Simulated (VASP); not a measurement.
A run of VASP 6.6.1:

The input INCAR:

```
PREC = Accurate
ENCUT = 520
EDIFF = 1E-6
ISMEAR = 0
SIGMA = 0.1
LREAL = False
LASPH = True
NELM = 100
ALGO = Normal
ISIF = 2
LWAVE = False
LCHARG = False
GGA = PE
NBANDS = 54
```

The input KPOINTS:

```
regular mesh
0
Gamma
  4 4 4
```

File POSCAR:

```
Ag
1.0
   -3.3730700461      3.3730700461      3.3730700461
    3.3730700461     -3.3730700461      3.3730700461
    3.3730700461      3.3730700461     -3.3730700461
Ag
8
Direct
    0.2060000000      0.2060000000      0.2060000000
    0.5000000000      0.0000000000      0.2940000000
    0.2940000000      0.5000000000      0.0000000000
    0.0000000000      0.2940000000      0.5000000000
    0.7940000000      0.7940000000      0.7940000000
    0.5000000000      0.0000000000      0.7060000000
    0.7060000000      0.5000000000      0.0000000000
    0.0000000000      0.7060000000      0.5000000000
```

Potentials or basis: VASP PAW PBE potentials, release 64 (Ag).

Run with:

```sh
$ cat potpaw_PBE.64/Ag/POTCAR > POTCAR
$ mpirun -np 1 vasp_std > vasp.out
```

Hardware: 1 thread of Intel(R) Xeon(R) 6975P-C (Granite Rapids) (shared host).

Estimate the wall time of this run.

Run time: 49 s on 1 thread of Intel(R) Xeon(R) 6975P-C (Granite Rapids), on a shared host, peak memory 0.33 GiB. Counts: scf iterations 13, k points 8.
